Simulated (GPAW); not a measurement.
InP in GPAW: convergence with density grid spacing (A)

Crystal: InP.

```
CELL_PARAMETERS angstrom
0.00000 2.93050 2.93050
2.93050 0.00000 2.93050
2.93050 2.93050 0.00000
ATOMIC_POSITIONS crystal
In 0.00000 0.00000 0.00000
P 0.75000 0.75000 0.75000
```

```yaml
Program: GPAW 26.7.0
Task: convergence study
Functional: r2SCAN
Potentials_or_basis: GPAW PAW data sets (gpaw-data 1.2.1)
Cutoff: 600 eV
Basis: pw
Grid_spacing: 0.24 Å
k_mesh: 8 × 8 × 8
Occupations: fermi-dirac, width 0.05 eV
Spin: no spin polarisation
```

These are the settings of the first run; the series varies density grid spacing (A), with any setting tied to it.

Hardware: 1 thread of Arm Neoverse V1 (shared host).

Q: The values tried are 0.24, 0.2, 0.17, 0.15, 0.13, 0.11, 0.09, loosest first. From which on does the energy stay within 1 meV/atom of the tightest run that finished?

A: From 0.2 on.

```
density grid spacing (A)  energy less the tightest run, at zero smearing (meV/atom)  SCF cycles  CPU time (s)  peak memory (GiB)
                    0.24                                                      -1.20          15            50               0.27
                     0.2                                                      -0.03          15            71               0.27
                    0.17                                                       0.16          15            77               0.28
                    0.15                                                       0.10          15           130               0.29
                    0.13                                                       0.05          15           130               0.31
                    0.11                                                       0.00          15           350               0.36
                    0.09                                      timed out after 690 s           -             -                  -
```

The tightest run that finished is the yardstick and may itself not be fully converged.
